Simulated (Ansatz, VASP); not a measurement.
# Cu: VASP beside Ansatz

The input INCAR:

```
PREC = Accurate ; ENCUT = 520
EDIFF = 1E-7 ; ISMEAR = -1
SIGMA = 0.1 ; LREAL = False
LASPH = True ; NELM = 60
ALGO = Normal ; ISIF = 2
LWAVE = False ; LCHARG = False
NBANDS = 12
```

KPOINTS

```
Automatic mesh
0
Gamma
  15 15 15
```

File POSCAR:

```
Cu
1.0
    2.2953825555      0.0000000000      0.0000000000
    0.0000000000      2.2953825555      0.0000000000
    0.0000000000      0.0000000000      2.2953825555
Cu
1
Direct
    0.0000000000      0.0000000000      0.0000000000
```

Input for Ansatz:

```yaml
crystal:
  lattice:
    - [2.2953825555, 0.0, 0.0]
    - [0.0, 2.2953825555, 0.0]
    - [0.0, 0.0, 2.2953825555]
  atoms:
    - { symbol: Cu, position: [0.0, 0.0, 0.0] }
hamiltonian:
  xc: lda
  pseudopotentials:
    kind: paw
    azcp:
      Cu: "pseudopotentials/Cu.paw.azcp"
basis:
  ecutwfc: 420
  fft_grid_basis: typed
kpoints:
  mp_grid: { grid: [15, 15, 15], shift: [0, 0, 0] }
magnetization:
  spin_polarized: false
scf:
  occupations: { method: fermi_dirac, width: 0.1 }
  lower_state_search: "off"
output:
  stress: true
  write_density: true
  write_potential: true
  elf: true
  volumetric_format: npy
```

Alike in both runs: task single point; functional LDA; k mesh 15 × 15 × 15; occupations fermi-dirac, width 0.1 eV; no spin polarisation.

|  | VASP | Ansatz |
| --- | --- | --- |
| version | VASP 6.6.1 | Ansatz 0.2.0 |
| potentials or method | VASP PAW LDA potentials, release 64 (Cu) | plane waves (420 eV) with PAW, scalar-relativistic |
| plane-wave cutoff (eV) | 520 | 420 |
| valence electrons in the cell | 11 | 19 |

```tsv
	VASP	Ansatz	Ansatz less VASP
pressure (GPa)	7.0	6.3	-0.64
```

The two sets of potentials don't hold the same shells in valence. Ansatz warned: «pseudo_functional_mismatch».
